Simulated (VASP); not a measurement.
A run of VASP 6.6.1 is set up as follows.

File INCAR:

```
SYSTEM = Pb
PREC = Accurate
ENCUT = 520
EDIFF = 1E-6
ISMEAR = 0
SIGMA = 0.1
LREAL = .False.
LASPH = .True.
NELM = 100
ALGO = Fast
ISIF = 2
LWAVE = .False.
LCHARG = .False.
GGA = PE
IVDW = 12
NBANDS = 21
```

File KPOINTS:

```
Automatic mesh
0
Gamma
  15 15 8
  0 0 0
```

POSCAR

```
Pb
1.0
    3.4894605500      0.0000000000      0.0000000000
   -1.7447302750      3.0219614818      0.0000000000
    0.0000000000      0.0000000000      5.7527048413
Pb
2
Direct
    0.3333333333      0.6666666667      0.2500000000
    0.6666666667      0.3333333333      0.7500000000
```

Potentials or basis: VASP PAW PBE potentials, release 64 (Pb_d).

Launch:

```bash
$ cat potpaw_PBE.64/Pb_d/POTCAR > POTCAR
$ mpirun -np 1 vasp_std > vasp.out
```

(1) What does it give for the band gap on the k mesh?

(2) What does it give for the pressure?

(3) What does it give for the dispersion energy per atom?

Answers

(1) none (metal or under the smearing width).

(2) -0.1 GPa.

(3) -0.409 eV.

Caveat: pairwise dispersion overbinds metals, which lowers pressure and volume.
